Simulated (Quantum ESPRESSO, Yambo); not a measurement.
Planning a run of Quantum ESPRESSO 7.5 on AgBr (Bromargyrite). The input:

```
&control
  calculation = 'nscf'
  prefix = 'x'
  outdir = 'o'
  pseudo_dir = 'pseudo'
/
&system
  ibrav = 0
  nat = 2
  ntyp = 2
  ecutwfc = 76.0
  nbnd = 288
  force_symmorphic = .true.
  noncolin = .true.
  lspinorb = .true.
/
&electrons
  conv_thr = 1e-9
  electron_maxstep = 80
  diago_full_acc = .true.
  diago_thr_init = 5e-6
/
ATOMIC_SPECIES
  Ag 107.87 Ag.upf
  Br 79.904 Br.upf
CELL_PARAMETERS angstrom
  0.0000000000 2.8872500000 2.8872500000
  2.8872500000 -0.0000000000 2.8872500000
  2.8872500000 2.8872500000 0.0000000000
ATOMIC_POSITIONS crystal
  Ag 0.0000000000 0.0000000000 0.0000000000
  Br 0.5000000000 0.5000000000 0.5000000000
K_POINTS automatic
  4 4 4 0 0 0
```

```sh
OMP_NUM_THREADS=1 mpirun -n 4 pw.x -nk 4 -in pw.in > pw.out
```

How long will it take on 4 MPI ranks of Intel Xeon Platinum 8259CL at 2.50GHz (Skylake/Cascade Lake), shared host, and how much memory?

It took 78 s; on shared hardware allow 39 s to 2.6 min. Peak host memory was 0.98 GiB.

[Paths, hosts, dates, memory and timing lines, banners, echoed tables and standing remarks are left out of the program output.]

[Logs are printed without paths, hosts, clocks, repeated set-up lines and the standing remarks that a program may print on its own settings, such as how far it seeks lower states.]

[Runs of the session that timed out or met a known fault of the program may be left out.]

[Hosts, paths, dates, database ids (printed as entryN), source tags and the programs' standing remarks are cut or masked in the printed files.]
